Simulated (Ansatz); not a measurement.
**Changed inputs in constrained RPA: Te2Mo (1H sheet)**

Wanted: the sensitivity and cost of U and J for Te2Mo (1H sheet).

Calculated with Ansatz 0.2.0; constrained RPA on LDA, plane waves, PAW.

This is a report of a sequence of runs, with most program output left out.

### 1. Starting point

The cell holds 3 atoms: 1 Mo and 2 Te. Cell: a = 3.467 Å, b = 3.467 Å, c = 31.232 Å, α = 90.0°, β = 90.0°, γ = 120.0°. Vacuum lies along c.

The structure was relaxed with LDA. The structure was generated from a model, not taken from a measurement. The runs that relaxed it are not among those shown. The program's search for lower electronic states was switched off, so nothing shows that the state found is the lowest. Spin-orbit coupling is left out unless a step names it. The default PAW set here is soft_2. Its files were made with PBE. The Coulomb interaction is cut off across the vacuum.

### 2. Base: Mo d + anion p, bands v7 to c4, 6×6×1 mesh, medium accuracy

Constrained RPA screens the interaction with every transition except those inside the target bands, which a later many-body model would treat itself.

input.yaml reads:

```yaml
crystal:
  lattice:
    - [-3.00214567, 1.73328961, 0.0]
    - [0.0, -3.46657923, 0.0]
    - [0.0, 0.0, 31.23161672]
  atoms:
    - { symbol: Mo, position: [0.0, 0.0, 0.3096908754] }
    - { symbol: Te, position: [0.3333333333, 0.6666666667, 0.367161021] }
    - { symbol: Te, position: [0.3333333333, 0.6666666667, 0.2522207298] }
  periodic: [true, true, false]
kpoints:
  mp_grid: { grid: [12, 12, 1] }
hamiltonian:
  xc: lda
scf:
  occupations: { method: gaussian, width: 0.08 }
  n_extra_bands: 19
  max_iter: 150
  lower_state_search: "off"
output:
  crpa:
    kmesh: [6, 6, 1]
    target_bands: [v7, c4]
    projections: [{ species: Mo, l: d, shell: 4 }, { species: Te, l: p, shell: 5 }]
  local_orbitals:
    kmesh: [12, 12, 1]
    orbitals: [{ species: Mo, l: d, shell: 4 }, { species: Te, l: p, shell: 5 }]
    window: { bands: [v7, c4] }
    seedname: lo
```

The run is started by

```bash
$ ansatz run input.yaml --threads 8 --pin off --max-ram 14745MiB --backend cpu --events-out ev --progress --plain --runs-dir out
```

The job ended after 6.1 min (8 threads of Arm Neoverse V2, shared host; peak memory 3.5 GiB).

Numbers from this step:

| Quantity | Value |
| --- | --- |
| U | 5.764 eV |
| U prime (inter-orbital) | 5.065 eV |
| J | 0.3595 eV |
| bare V | 12.85 eV |
| bare J | 0.4800 eV |
| stated bound on U | 0.01496 eV |
| U over bare V | 0.4484 |
| electrons in the window | 14 |
| head of the constrained inverse dielectric matrix | 0.7761 |
| least eigenvalue of the projection's overlap | 0.6746 |
| target functions | 11 |
| bands in the sums | 54 |
| r.m.s. miss of the model bands | 0.002156 eV |
| width of the target bands | 10.01 eV |
| weight of the projected orbitals in the window | 0.9358 |

On the Mo d shell, screening brings the on-site interaction from 12.9 eV down to U = 5.76 eV.

### 3. Changed: 3×3×1 mesh

input.yaml, the sections that differ from step 2:

```yaml
output:
  crpa:
    kmesh: [3, 3, 1]
    target_bands: [v7, c4]
    projections: [{ species: Mo, l: d, shell: 4 }, { species: Te, l: p, shell: 5 }]
# crystal, kpoints, hamiltonian, scf: as in step 2
```

Run time: 49 s. Hardware: 8 threads; peak memory 3.3 GiB; 6.1 min of CPU time.

This step gave:

- U: 5.643 eV
- U prime (inter-orbital): 4.941 eV
- J: 0.3592 eV
- bare V: 12.97 eV
- bare J: 0.4808 eV
- stated bound on U: 0.01703 eV
- U over bare V: 0.4351
- electrons in the window: 14
- head of the constrained inverse dielectric matrix: 0.7245
- least eigenvalue of the projection's overlap: 0.7098
- target functions: 11
- bands in the sums: 54
- width of the target bands: 10.01 eV
- weight of the projected orbitals in the window: 0.9358

On the Mo d shell, screening brings the on-site interaction from 13.0 eV down to U = 5.64 eV.

### 4. Changed: smooth pair densities

Edit input.yaml of step 3 so:

```diff
@@ -21,4 +21,5 @@
   crpa:
-    kmesh: [3, 3, 1]
+    kmesh: [6, 6, 1]
     target_bands: [v7, c4]
     projections: [{ species: Mo, l: d, shell: 4 }, { species: Te, l: p, shell: 5 }]
+    pair_densities: pseudo
```

The job ended after 5.4 min (8 threads; peak memory 3.1 GiB; 42 min of CPU time).

Numbers from this step:

| Property | Result |
| --- | --- |
| U | 5.773 eV |
| U prime (inter-orbital) | 5.065 eV |
| J | 0.3641 eV |
| bare V | 12.85 eV |
| bare J | 0.4800 eV |
| stated bound on U | 0.01339 eV |
| U over bare V | 0.4491 |
| electrons in the window | 14 |
| head of the constrained inverse dielectric matrix | 0.7762 |
| least eigenvalue of the projection's overlap | 0.6746 |
| target functions | 11 |
| bands in the sums | 54 |
| width of the target bands | 10.01 eV |
| weight of the projected orbitals in the window | 0.9358 |

On the Mo d shell, screening brings the on-site interaction from 12.9 eV down to U = 5.77 eV.

### 5. Changed: sums over states

Edit input.yaml of step 4 so:

```diff
@@ -24,2 +24,4 @@
     projections: [{ species: Mo, l: d, shell: 4 }, { species: Te, l: p, shell: 5 }]
-    pair_densities: pseudo
+    accuracy: sum_over_states
+    n_empty_bands: 92
+    ecut_chi: 70
```

Run time: 37 s. Hardware: 8 threads; peak memory 1.9 GiB.

This variant gives U = 5.88 eV against 5.76 eV. It is a finite sum over empty states with no bound on its error and stays out of the table below.

### 6. Changed: a keyword of another program

Edit input.yaml of step 5 so:

```diff
@@ -24,4 +24,2 @@
     projections: [{ species: Mo, l: d, shell: 4 }, { species: Te, l: p, shell: 5 }]
-    accuracy: sum_over_states
-    n_empty_bands: 92
-    ecut_chi: 70
+    NCRPA_BANDS: 1
```

The job ended after 0.02 s (8 threads; peak memory 0.023 GiB).

The input was rejected at the start.

The program's message: “Error: YAML parse error: error: line 25 column 5: unknown field `NCRPA_BANDS`, expected one of accuracy, bounded_pairs, pair_densities, n_empty_bands, n_guard_bands, ecut_chi, kmesh, target_bands, pro …”

The fault put into this input: a keyword of another program.

### 7. Changed: r2SCAN

This step: constrained RPA on r2SCAN, plane waves, PAW.

Edit input.yaml of step 6 so:

```diff
@@ -13,3 +13,3 @@
 hamiltonian:
-  xc: lda
+  xc: r2scan
 scf:
@@ -24,2 +24 @@
     projections: [{ species: Mo, l: d, shell: 4 }, { species: Te, l: p, shell: 5 }]
-    NCRPA_BANDS: 1
```

Elapsed: 12 min, on 8 threads; peak memory 4.3 GiB; 1.6 h of CPU time.

This step gave:

```
U                                                 : 6.018 eV
U prime (inter-orbital)                           : 5.307 eV
J                                                 : 0.3644 eV
bare V                                            : 12.94 eV
bare J                                            : 0.4819 eV
stated bound on U                                 : 0.01590 eV
U over bare V                                     : 0.4650
electrons in the window                           : 14
head of the constrained inverse dielectric matrix : 0.7899
least eigenvalue of the projection's overlap      : 0.6826
target functions                                  : 11
bands in the sums                                 : 54
width of the target bands                         : 10.60 eV
weight of the projected orbitals in the window    : 0.9364
```

On the Mo d shell, screening brings the on-site interaction from 12.9 eV down to U = 6.02 eV.

### 8. Changed: strain -1.5%

This step: constrained RPA on LDA, plane waves, PAW.

The cell differs from the one that the last finished run ended in (a 3.467 → 3.415 Å, b 3.467 → 3.415 Å).

Edit input.yaml of step 7 so:

```diff
@@ -2,4 +2,4 @@
   lattice:
-    - [-3.00214567, 1.73328961, 0.0]
-    - [0.0, -3.46657923, 0.0]
+    - [-2.957113485, 1.7072902658, 0.0]
+    - [0.0, -3.4145805416, 0.0]
     - [0.0, 0.0, 31.23161672]
@@ -13,3 +13,3 @@
 hamiltonian:
-  xc: r2scan
+  xc: lda
 scf:
@@ -24 +24,6 @@
     projections: [{ species: Mo, l: d, shell: 4 }, { species: Te, l: p, shell: 5 }]
+  local_orbitals:
+    kmesh: [12, 12, 1]
+    orbitals: [{ species: Mo, l: d, shell: 4 }, { species: Te, l: p, shell: 5 }]
+    window: { bands: [v7, c4] }
+    seedname: lo
```

Run time: 5.4 min. Hardware: 8 threads; peak memory 3.4 GiB; 42 min of CPU time.

This step gave:

```yaml
u: 5.678 eV
u_prime_inter_orbital: 4.987 eV
j: 0.3557 eV
bare_v: 12.78 eV
bare_j: 0.4763 eV
stated_bound_on_u: 0.01448 eV
u_over_bare_v: 0.4445
electrons_in_the_window: 14
head_of_the_constrained_inverse_dielectric_matrix: 0.7718
least_eigenvalue_of_the_projection_s_overlap: 0.6711
target_functions: 11
bands_in_the_sums: 54
r_m_s_miss_of_the_model_bands: 0.002709 eV
width_of_the_target_bands: 10.43 eV
weight_of_the_projected_orbitals_in_the_window: 0.9330
```

On the Mo d shell, screening brings the on-site interaction from 12.8 eV down to U = 5.68 eV.

### 9. Side by side

Times are wall times on 8 threads of Arm Neoverse V2, shared host, good to a factor of about two.

```tsv
run	bare V (eV)	U (eV)	J (eV)	bound on U (eV)	width (eV)	time
target window	12.85	5.764	0.359	0.0150	10.01	6.1 min
3×3×1 mesh	12.97	5.643	0.359	0.0170	10.01	49 s
smooth pair densities	12.85	5.773	0.364	0.0134	10.01	5.4 min
r2SCAN	12.94	6.018	0.364	0.0159	10.60	12 min
strain -1.5%	12.78	5.678	0.356	0.0145	10.43	5.4 min
```

### 10. Outcome

```json
{"target window": "U 5.76 eV, J 0.36 eV", "3×3×1 mesh": "U 5.64 eV, J 0.36 eV", "smooth pair densities": "U 5.77 eV, J 0.36 eV", "r2SCAN": "U 6.02 eV, J 0.36 eV", "strain -1.5%": "U 5.68 eV, J 0.36 eV"}
```

In words: 3×3×1 mesh moves U by −0.12 eV at 0.13 times the time. Smooth pair densities moves U by +0.01 eV (within the solver's bounds, for the mean over orbitals). r2SCAN moves U by +0.25 eV at 2.0 times the time. Strain -1.5% moves U by −0.09 eV. The printed bound covers the solver alone, not the mesh, and no denser mesh than the base was run. The parent state is non-magnetic and the interaction static (zero frequency); U depends on the window and the orbitals, so it belongs to this model alone. A window that holds the anion p bands defines a model with explicit ligands; its U belongs to that model and is not the U of DFT+U.

[Paths, hosts, dates, memory and timing lines, banners, echoed tables and standing remarks are left out of the program output.]

[Logs are printed without paths, hosts, clocks, repeated set-up lines and the standing remarks that a program may print on its own settings, such as how far it seeks lower states.]

[Runs of the session that timed out or met a known fault of the program may be left out.]

[Hosts, paths, dates, database ids (printed as entryN), source tags and the programs' standing remarks are cut or masked in the printed files.]
